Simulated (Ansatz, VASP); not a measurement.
This is a calculation of Cd for VASP 6.6.1.

The input INCAR:

```
ALGO = Normal
EDIFF = 1E-7
ENCUT = 520
GGA = PE
ISIF = 2
ISMEAR = -1
LASPH = True
LCHARG = False
LREAL = False
LWAVE = False
NBANDS = 12
NELM = 60
PREC = Accurate
SIGMA = 0.05
```

File KPOINTS:

```
k-points
0
Gamma
  10 10 10
```

File POSCAR:

```
Cd
1.0
   -1.7843220000      1.7843220000      1.7843220000
    1.7843220000     -1.7843220000      1.7843220000
    1.7843220000      1.7843220000     -1.7843220000
Cd
1
Direct
    0.0000000000      0.0000000000      0.0000000000
```

Potentials or basis: VASP PAW PBE potentials, release 64 (Cd).

Run with:

```console
$ cat potpaw_PBE.64/Cd/POTCAR > POTCAR
$ mpirun -np 1 vasp_std > vasp.out
```

Q: Set up the same calculation for Ansatz 0.2.0. Potentials there: Ansatz PAW.

A: As run (the cutoff follows the program's own potentials):

input.yaml

```yaml
crystal:
  lattice:
    - [-1.784322, 1.784322, 1.784322]
    - [1.784322, -1.784322, 1.784322]
    - [1.784322, 1.784322, -1.784322]
  atoms:
    - { symbol: Cd, position: [0.0, 0.0, 0.0] }
hamiltonian:
  xc: pbe
  pseudopotentials: { kind: paw }
kpoints:
  mp_grid: { grid: [10, 10, 10] }
scf:
  occupations: { method: fermi_dirac, width: 0.05 }
output:
  forces: true
  stress: true
  eigenvalues: true
```

Potentials or basis: Ansatz PAW.

Launch:

```sh
$ ansatz run input.yaml --threads 1 --pin off --max-ram 3584MiB --backend cpu --events-out ev --progress --plain --runs-dir out
```

Both were run:

|  | VASP | Ansatz | Ansatz less VASP |
| --- | --- | --- | --- |
| gap on the k mesh at the Fermi level (eV) | none | none | - |
| pressure (GPa) | 1.4 | 1.2 | -0.24 |

A gap of «none» marks a metal or a gap that the smearing closes. The two sets of potentials don't hold the same shells in valence.
